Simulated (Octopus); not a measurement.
# InP (F-43m) in Octopus: convergence with grid spacing

Aim: find how far grid spacing must go before the results for InP settle, at TPSS+D3(BJ). This setting moves, with any that are tied to it; all else stays.

Program: Octopus 16.4. These are calculated values, not measurements. Logs are shortened: lines on timing, memory, paths and dates and some standing lists are left out, and cuts for length are marked.

### Step 1. The crystal as given

The structure is cubic, space group F-43m (No. 216). Conventional cell: a = 5.861 Å, b = 5.861 Å, c = 5.861 Å, α = 90.00°, β = 90.00°, γ = 90.00°. In (site symmetry -43m) is surrounded by 4 P at 2.54 Å. P (site symmetry -43m) is surrounded by 4 In at 2.54 Å.

### Step 2. With grid spacing 0.34536 Å

inp (second run)

```
CalculationMode = gs
UnitsOutput = eV_Angstrom
PeriodicDimensions = 3
ExperimentalFeatures = yes
PseudopotentialSet = hgh_lda
%LatticeParameters
 4.1443528445*angstrom | 4.1443528445*angstrom | 4.1443528445*angstrom
%
%LatticeVectors
 0 | 0.7071067812 | 0.7071067812
 0.7071067812 | 0 | 0.7071067812
 0.7071067812 | 0.7071067812 | 0
%
%Coordinates
 "In" | 0*angstrom | 0*angstrom | 0*angstrom
 "P" | 4.39575*angstrom | 4.39575*angstrom | 4.39575*angstrom
%
%Spacing
 0.34536274*angstrom | 0.34536274*angstrom | 0.34536274*angstrom
%
DerivativesOrder = 8
%KPointsGrid
 5 | 5 | 5
%
KPointsUseSymmetries = yes
XCFunctional = mgga_x_tpss + mgga_c_tpss
FilterPotentials = filter_none
VDWCorrection = vdw_d3_bj
VDWD3Functional = "tpss"
SpinComponents = polarized
KPointsUseTimeReversal = no
SmearingFunction = methfessel_paxton
Smearing = 0.05*eV
ExtraStates = 7
Eigensolver = chebyshev_filter
ConvRelDens = 1e-6
MaximumIter = 120
```

inp (first run)

```
CalculationMode = gs
UnitsOutput = eV_Angstrom
PeriodicDimensions = 3
ExperimentalFeatures = yes
PseudopotentialSet = hgh_lda
%LatticeParameters
 4.1443528445*angstrom | 4.1443528445*angstrom | 4.1443528445*angstrom
%
%LatticeVectors
 0 | 0.7071067812 | 0.7071067812
 0.7071067812 | 0 | 0.7071067812
 0.7071067812 | 0.7071067812 | 0
%
%Coordinates
 "In" | 0*angstrom | 0*angstrom | 0*angstrom
 "P" | 4.39575*angstrom | 4.39575*angstrom | 4.39575*angstrom
%
%Spacing
 0.34536274*angstrom | 0.34536274*angstrom | 0.34536274*angstrom
%
DerivativesOrder = 8
%KPointsGrid
 5 | 5 | 5
%
KPointsUseSymmetries = yes
XCFunctional = gga_x_pbe + gga_c_pbe
FilterPotentials = filter_none
SpinComponents = polarized
KPointsUseTimeReversal = no
GuessMagnetDensity = user_defined
%AtomsMagnetDirection
 0.5
 0.0
%
SmearingFunction = methfessel_paxton
Smearing = 0.05*eV
ExtraStates = 7
Eigensolver = chebyshev_filter
ConvRelDens = 1e-4
MaximumIter = 60
```

Potentials or basis: hgh_lda (LDA).

Started as:

```console
$ OMP_NUM_THREADS=1 octopus > start.log  # on inp (first run)
$ OMP_NUM_THREADS=1 octopus > out.log  # on inp (second run)
```

Wall time 1.8 min (1 thread of AMD EPYC 7R43 (Zen 3), shared host); peak memory 0.14 GiB.

Results:

* Free energy: -238.2006 eV
* Band gap on the k mesh: 1.20 eV, direct
* Net moment: 0.00 μB per cell

### Step 3. With grid spacing 0.29603 Å

Edit inp (second run) of step 2 so:

```diff
@@ -18,3 +18,3 @@
 %Spacing
- 0.34536274*angstrom | 0.34536274*angstrom | 0.34536274*angstrom
+ 0.29602520*angstrom | 0.29602520*angstrom | 0.29602520*angstrom
 %
```

Edit inp (first run) of step 2 so:

```diff
@@ -18,3 +18,3 @@
 %Spacing
- 0.34536274*angstrom | 0.34536274*angstrom | 0.34536274*angstrom
+ 0.29602520*angstrom | 0.29602520*angstrom | 0.29602520*angstrom
 %
```

Potentials or basis: hgh_lda (LDA).

Started as:

```console
$ OMP_NUM_THREADS=1 octopus > start.log  # on inp (first run)
$ OMP_NUM_THREADS=1 octopus > out.log  # on inp (second run)
```

Run time: 3.1 min. Hardware: 1 thread of AMD EPYC 7R43 (Zen 3), shared host; peak memory 0.17 GiB.

Results:

* Free energy: -238.2584 eV
* Band gap on the k mesh: 1.15 eV, direct
* Net moment: 0.00 μB per cell

### Step 4. With grid spacing 0.27629 Å

Edit inp (second run) of step 3 so:

```diff
@@ -18,3 +18,3 @@
 %Spacing
- 0.29602520*angstrom | 0.29602520*angstrom | 0.29602520*angstrom
+ 0.27629019*angstrom | 0.27629019*angstrom | 0.27629019*angstrom
 %
```

Edit inp (first run) of step 3 so:

```diff
@@ -18,3 +18,3 @@
 %Spacing
- 0.29602520*angstrom | 0.29602520*angstrom | 0.29602520*angstrom
+ 0.27629019*angstrom | 0.27629019*angstrom | 0.27629019*angstrom
 %
```

Started as:

```console
$ OMP_NUM_THREADS=1 octopus > start.log  # on inp (first run)
$ OMP_NUM_THREADS=1 octopus > out.log  # on inp (second run)
```

Run time: 2.7 min. Hardware: 1 thread of AMD EPYC 7R43 (Zen 3), shared host; peak memory 0.19 GiB.

What came out:

| Quantity | Value |
| --- | --- |
| Free energy | -238.2164 eV |
| Band gap on the k mesh | 1.17 eV, direct |
| Net moment | 0.00 μB per cell |

### Step 5. With grid spacing 0.23024 Å

Edit inp (second run) of step 4 so:

```diff
@@ -18,3 +18,3 @@
 %Spacing
- 0.27629019*angstrom | 0.27629019*angstrom | 0.27629019*angstrom
+ 0.23024182*angstrom | 0.23024182*angstrom | 0.23024182*angstrom
 %
@@ -37 +37,6 @@
 MaximumIter = 120
+%Output
+ density | cube
+ elf | cube
+ potential | cube
+%
```

Edit inp (first run) of step 4 so:

```diff
@@ -18,3 +18,3 @@
 %Spacing
- 0.27629019*angstrom | 0.27629019*angstrom | 0.27629019*angstrom
+ 0.23024182*angstrom | 0.23024182*angstrom | 0.23024182*angstrom
 %
```

Started as:

```console
$ OMP_NUM_THREADS=1 octopus > start.log  # on inp (first run)
$ OMP_NUM_THREADS=1 octopus > out.log  # on inp (second run)
```

It took 5.5 min on 1 thread of AMD EPYC 7R43 (Zen 3), shared host; peak memory 0.24 GiB.

What came out:

- Free energy: -238.2107 eV
- Band gap on the k mesh: 1.17 eV, direct
- Net moment: 0.00 μB per cell

### Step 6. With grid spacing 0.20722 Å

Edit inp (second run) of step 5 so:

```diff
@@ -18,3 +18,3 @@
 %Spacing
- 0.23024182*angstrom | 0.23024182*angstrom | 0.23024182*angstrom
+ 0.20721764*angstrom | 0.20721764*angstrom | 0.20721764*angstrom
 %
@@ -37,6 +37 @@
 MaximumIter = 120
-%Output
- density | cube
- elf | cube
- potential | cube
-%
```

Edit inp (first run) of step 5 so:

```diff
@@ -18,3 +18,3 @@
 %Spacing
- 0.23024182*angstrom | 0.23024182*angstrom | 0.23024182*angstrom
+ 0.20721764*angstrom | 0.20721764*angstrom | 0.20721764*angstrom
 %
```

Potentials or basis: hgh_lda (LDA).

Started as:

```console
$ OMP_NUM_THREADS=1 octopus > start.log  # on inp (first run)
$ OMP_NUM_THREADS=1 octopus > out.log  # on inp (second run)
```

Wall time 7.7 min (1 thread of AMD EPYC 7R43 (Zen 3), shared host); peak memory 0.29 GiB.

Results (log left out):

| Item | Value |
| --- | --- |
| Free energy | -238.2074 eV |
| Band gap on the k mesh | 1.17 eV, direct |
| Net moment | 0.00 μB per cell |

### Step 7. With grid spacing 0.18019 Å

Edit inp (second run) of step 6 so:

```diff
@@ -18,3 +18,3 @@
 %Spacing
- 0.20721764*angstrom | 0.20721764*angstrom | 0.20721764*angstrom
+ 0.18018925*angstrom | 0.18018925*angstrom | 0.18018925*angstrom
 %
```

Edit inp (first run) of step 6 so:

```diff
@@ -18,3 +18,3 @@
 %Spacing
- 0.20721764*angstrom | 0.20721764*angstrom | 0.20721764*angstrom
+ 0.18018925*angstrom | 0.18018925*angstrom | 0.18018925*angstrom
 %
```

Started as:

```console
$ OMP_NUM_THREADS=1 octopus > start.log  # on inp (first run)
$ OMP_NUM_THREADS=1 octopus > out.log  # on inp (second run)
```

It took 12 min on 1 thread of AMD EPYC 7R43 (Zen 3), shared host; peak memory 0.38 GiB.

Results (log left out):

* Free energy: -238.2075 eV
* Band gap on the k mesh: 1.17 eV, direct
* Net moment: 0.00 μB per cell

### Step 8. With grid spacing 0.1594 Å

Edit inp (second run) of step 7 so:

```diff
@@ -18,3 +18,3 @@
 %Spacing
- 0.18018925*angstrom | 0.18018925*angstrom | 0.18018925*angstrom
+ 0.15939819*angstrom | 0.15939819*angstrom | 0.15939819*angstrom
 %
```

Edit inp (first run) of step 7 so:

```diff
@@ -18,3 +18,3 @@
 %Spacing
- 0.18018925*angstrom | 0.18018925*angstrom | 0.18018925*angstrom
+ 0.15939819*angstrom | 0.15939819*angstrom | 0.15939819*angstrom
 %
```

Started as:

```console
$ OMP_NUM_THREADS=1 octopus > start.log  # on inp (first run)
$ OMP_NUM_THREADS=1 octopus > out.log  # on inp (second run)
```

Run time: 18 min. Hardware: 1 thread of AMD EPYC 7R43 (Zen 3), shared host; peak memory 0.48 GiB.

The run converged. Its results:

- Free energy: -238.2082 eV
- Band gap on the k mesh: 1.17 eV, direct
- Net moment: 0.00 μB per cell

### Step 9. With grid spacing 0.14291 Å

Edit inp (second run) of step 8 so:

```diff
@@ -18,3 +18,3 @@
 %Spacing
- 0.15939819*angstrom | 0.15939819*angstrom | 0.15939819*angstrom
+ 0.14290872*angstrom | 0.14290872*angstrom | 0.14290872*angstrom
 %
```

Edit inp (first run) of step 8 so:

```diff
@@ -18,3 +18,3 @@
 %Spacing
- 0.15939819*angstrom | 0.15939819*angstrom | 0.15939819*angstrom
+ 0.14290872*angstrom | 0.14290872*angstrom | 0.14290872*angstrom
 %
```

Potentials or basis: hgh_lda (LDA).

Started as:

```console
$ OMP_NUM_THREADS=1 octopus > start.log  # on inp (first run)
$ OMP_NUM_THREADS=1 octopus > out.log  # on inp (second run)
```

out.log:

```text
Running octopus

Version                : 16.4
Optional libraries     :

************************** Calculation Mode **************************
Input: [CalculationMode = gs]
**********************************************************************

Input: [SpinComponents = polarized]

******************************* Space ********************************
Octopus will run in 3 dimension(s).
Octopus will treat the system as periodic in 3 dimension(s).
**********************************************************************

Input: [AllElectronType = no]
Input: [PseudopotentialSet = hgh_lda]
Reading Coordinates from Coordinates block

****************************** Species *******************************
  Species 'In'
    type             : pseudopotential
    file             : 'In.hgh'
    file format      : HGH
    valence charge   : 3.0
    atomic number    :  49
    form on file     : kleinman-bylander
    lmax             : 2
    llocal           : -1
    projectors per l : 3
    total projectors : 9
    application form : kleinman-bylander
    orbitals         :  4
    bound orbitals   :  4

  Species 'P'
    type             : pseudopotential
    file             : 'P.hgh'
    file format      : HGH
    valence charge   : 5.0
    atomic number    :  15
    form on file     : kleinman-bylander
    lmax             : 1
    llocal           : -1
    projectors per l : 3
    total projectors : 6
    application form : kleinman-bylander
    orbitals         :  4
    bound orbitals   :  4

**********************************************************************

***************************** Symmetries *****************************
Space group No.  216
International: F-43m
Schoenflies: Td^2
Info: The system has    24 symmorphic symmetries that can be used.
  Index                Rotation matrix                      Fractional translations
    1 :     1   0   0     0   1   0     0   0   1      0.000000    0.000000    0.000000
    2 :     0   0  -1     1   0  -1     0   1  -1      0.000000    0.000000    0.000000
    3 :     0  -1   1     0  -1   0     1  -1   0      0.000000    0.000000    0.000000
    4 :    -1   1   0    -1   0   1    -1   0   0      0.000000    0.000000    0.000000
    5 :    -1   0   0    -1   0   1    -1   1   0      0.000000    0.000000    0.000000
    6 :     1  -1   0     0  -1   0     0  -1   1      0.000000    0.000000    0.000000
[... 16 lines left out ...]
   23 :     1   0  -1     0   0  -1     0   1  -1      0.000000    0.000000    0.000000
   24 :     0  -1   1     1  -1   0     0  -1   0      0.000000    0.000000    0.000000
Info: The system also has     0 nonsymmorphic symmetries (not used for electrons).
**********************************************************************

Input: [CurvMethod = curv_affine]
Input: [DerivativesStencil = stencil_stargeneral]

****************************** Lattice *******************************
  Lattice Vectors [A]
    0.000000    2.930500    2.930500
    2.930500    0.000000    2.930500
    2.930500    2.930500    0.000000
  Cell volume =            50.3333 [A^3]
  Reciprocal-Lattice Vectors [A^-1]
   -1.072033    1.072033    1.072033
    1.072033   -1.072033    1.072033
[... 140 lines left out ...]
** Warning:
**   Symmetrization discrepancy ratio (scalar) =  1.12604E-01

** Warning:
**   Symmetrization discrepancy ratio (scalar) =  1.12604E-01

Info: Ground-state restart information will be written to 'restart/gs'.
Info: SCF using complex wavefunctions.
Info: Finished reading information from 'restart/gs'.
Info: Starting SCF iteration.

*********************** SCF CYCLE ITER #    1 ************************
 etot  = -2.38517794E+02 abs_ev   =  8.28E-01 rel_ev   =  5.38E-02
 ediff =        2.70E-02 abs_dens =  8.60E-02 rel_dens =  1.08E-02
Matrix vector products: 700
Converged eigenvectors: 0

#  State  KPoint  Spin  Eigenvalue [eV]  Occupation    Error
      1       1    up       -8.919977    1.000000   ( 4.6E-07)
      1       1    dn       -8.919972    1.000000   ( 4.6E-07)
      1       2    up       -8.529731    1.000000   ( 4.7E-07)
      1       3    up       -8.529731    1.000000   ( 4.7E-07)
      1       2    dn       -8.529726    1.000000   ( 4.7E-07)
      1       3    dn       -8.529726    1.000000   ( 4.7E-07)
      1       4    up       -8.396361    1.000000   ( 2.9E-07)
      1       4    dn       -8.396357    1.000000   ( 2.9E-07)
[... 23 lines left out ...]
     11       5    up       14.697623   -0.000000   ( 1.5E-02)
     11      11    up       14.743216   -0.000000   ( 2.1E-02)
     11      14    up       15.947321   -0.000000   ( 1.8E-02)
     11      14    dn       15.987628   -0.000000   ( 1.5E-02)
     11      12    up       16.167349   -0.000000   ( 1.9E-02)
     11      12    dn       16.278186   -0.000000   ( 1.8E-02)
     11      13    dn       16.327849   -0.000000   ( 1.8E-02)
     11      13    up       16.705893   -0.000000   ( 2.3E-02)

Density of states:

--------------------------------------------------------%-------------
-----------------%----------------------%--%------------%-------------
-----%-----------%--------%-------------%--%-%--%-------%-------------
-----%-----------%--------%-------------%--%-%%-%-----%-%%---%--------
---%-%-----------%--------%-------------%--%-%%-%-----%-%%%--%--------
---%-%-----------%-----%%-%-------------%--%-%%-%--%--%-%%%--%-%%-----
---%-%-----------%-----%%-%--%%---------%--%-%%-%--%--%-%%%--%-%%---%-
---%-%-----------%-%---%%%%%%%%------%--%--%%%%-%-%%--%-%%%%-%%%%---%-
-%-%-%%---------%%-%%--%%%%%%%%------%%-%--%%%%%%-%%--%%%%%%-%%%%--%%-
-%-%-%%---------%%-%%--%%%%%%%%------%%%%%-%%%%%%-%%--%%%%%%-%%%%--%%-
                                ^

Fermi energy =     3.075723 eV
Total Magnetic Moment:
 mz =   0.000000
Local Magnetic Moments (sphere radius [A] =   1.269):
 Ion                    mz
   1        In       0.000004
   2         P      -0.000000
[... 183 lines left out ...]
*********************** SCF CYCLE ITER #   12 ************************
 etot  = -2.38206896E+02 abs_ev   =  4.74E-05 rel_ev   =  3.14E-06
 ediff =        1.44E-06 abs_dens =  3.59E-06 rel_dens =  4.48E-07
Matrix vector products: 700
Converged eigenvectors: 0

#  State  KPoint  Spin  Eigenvalue [eV]  Occupation    Error
      1       1    dn       -8.880509    1.000000   ( 1.1E-07)
      1       1    up       -8.880509    1.000000   ( 1.9E-07)
      1       2    up       -8.487831    1.000000   ( 1.9E-07)
      1       3    up       -8.487831    1.000000   ( 1.9E-07)
      1       2    dn       -8.487831    1.000000   ( 1.1E-07)
      1       3    dn       -8.487831    1.000000   ( 1.1E-07)
      1       4    up       -8.353620    1.000000   ( 1.5E-07)
      1       4    dn       -8.353620    1.000000   ( 1.2E-07)
[... 23 lines left out ...]
     11       5    up       14.689716   -0.000000   ( 4.7E-03)
     11       5    dn       14.689895   -0.000000   ( 4.8E-03)
     11      14    up       15.962101   -0.000000   ( 9.6E-03)
     11      14    dn       15.962619   -0.000000   ( 4.9E-03)
     11      12    up       16.183155   -0.000000   ( 1.0E-02)
     11      12    dn       16.210042   -0.000000   ( 7.1E-03)
     11      13    dn       16.279509   -0.000000   ( 5.7E-03)
     11      13    up       16.340582   -0.000000   ( 8.9E-03)

Density of states:

----------------------------------------------%-----------------------
----------------------------------------------%----------%------%-----
-----------------%--------%-------------------%----------%------%-----
-----%-----------%--------%-------------%---%-%----------%%-----%-----
-----%-----------%--------%-%-----------%---%-%%-------%-%%-----%-----
-----%-----------%--------%-%-----------%--%%-%%-%--%--%-%%---%-%-----
----%%-----------%------%%%-%%----------%--%%-%%-%--%--%-%%%--%-%----%
----%%-----------%-%----%%%%%%----------%%-%%-%%%%%-%--%-%%%%-%%%----%
-%-%%%%---------%%-%-%-%%%%%%%%%------%%%%-%%-%%%%%-%-%%-%%%%%%%%---%%
-%-%%%%---------%%-%-%-%%%%%%%%%-----%%%%%-%%-%%%%%-%-%%-%%%%%%%%---%%
                                   ^

Fermi energy =     3.873375 eV
Total Magnetic Moment:
 mz =  -0.000000
Local Magnetic Moments (sphere radius [A] =   1.269):
 Ion                    mz
   1        In      -0.000000
   2         P      -0.000000

**********************************************************************

Info: SCF converged in   12 iterations

** Warning:
**   Some of the states are not fully converged!

Info: Number of matrix-vector products:       8400
Info: Finished writing information to 'restart/gs'.

Octopus emitted 28 warnings.

Octopus used 3 experimental features:

  Since you used one or more experimental features, results are likely
  wrong and should not  be considered as valid scientific data.  Check

  or contact the octopus developers for details.
```

Run time: 26 min. Hardware: 1 thread of AMD EPYC 7R43 (Zen 3), shared host; peak memory 0.61 GiB.

Results:

```
Free energy            : -238.2069 eV
Band gap on the k mesh : 1.17 eV, direct
Net moment             : 0.00 μB per cell
```

### Step 10. Result

```tsv
grid spacing	energy less the tightest run, at zero smearing (meV/atom)	gap on the mesh (eV)	SCF cycles	CPU time (s)	peak memory (GiB)
0.34536 Å	3.15	1.198	11	110	0.14
0.29603 Å	-25.73	1.147	12	180	0.17
0.27629 Å	-4.75	1.175	11	160	0.19
0.23024 Å	-1.91	1.169	14	330	0.24
0.20722 Å	-0.24	1.169	11	460	0.29
0.18019 Å	-0.29	1.167	12	740	0.38
0.1594 Å	-0.66	1.167	12	1100	0.48
0.14291 Å	0.00	1.167	12	1500	0.61
```

Against the tightest run, the energy stays within 1 meV/atom from 0.20722 Å on; the gap on the mesh stays within 0.01 eV from 0.27629 Å on. The tightest run that finished is the yardstick and may itself not be fully converged.

Caveats: this is an older set of potentials, less accurate than current ones; spin-orbit coupling is left out, which moves the levels of the heavy elements.
